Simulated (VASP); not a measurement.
Data:

```yaml
crystal:
  lattice:
    - [0.00000, 3.05000, 3.05000]
    - [3.05000, 0.00000, 3.05000]
    - [3.05000, 3.05000, 0.00000]
  atoms:
    - { symbol: Zn, position: [0.00000, 0.00000, 0.00000] }
    - { symbol: Te, position: [0.25000, 0.25000, 0.25000] }
```

The numbers are results of PBE GGA with spin-orbit coupling, VASP's PBE PAW potentials (set 64) (plane waves; VASP), not measurements. Settings: 400 eV cut-off, 7×7×7 Γ-centred mesh, Gaussian smearing of 0.050 eV, potentials Zn Te.

Predict the energy per atom (σ→0), pressure, band gap (on the k-mesh) with the smallest direct gap where there is one.

- band gap (on the k-mesh): 0.98 eV
- smallest direct gap (on the k-mesh): 0.98 eV
- energy per atom (σ→0): -2.634 eV/atom
- pressure: 1.82 GPa

The absolute energy has meaning only against runs of the same code, potentials and settings.

The compound is ZnTe in the zinc blende structure. The cell was not relaxed at this level. The run is one of a series of settings (GGA_COMPAT = .FALSE., LSORBIT = .TRUE., MAGMOM = 0 0 0 0 0 0, program vasp_ncl against the base run), some of them coarse on purpose.
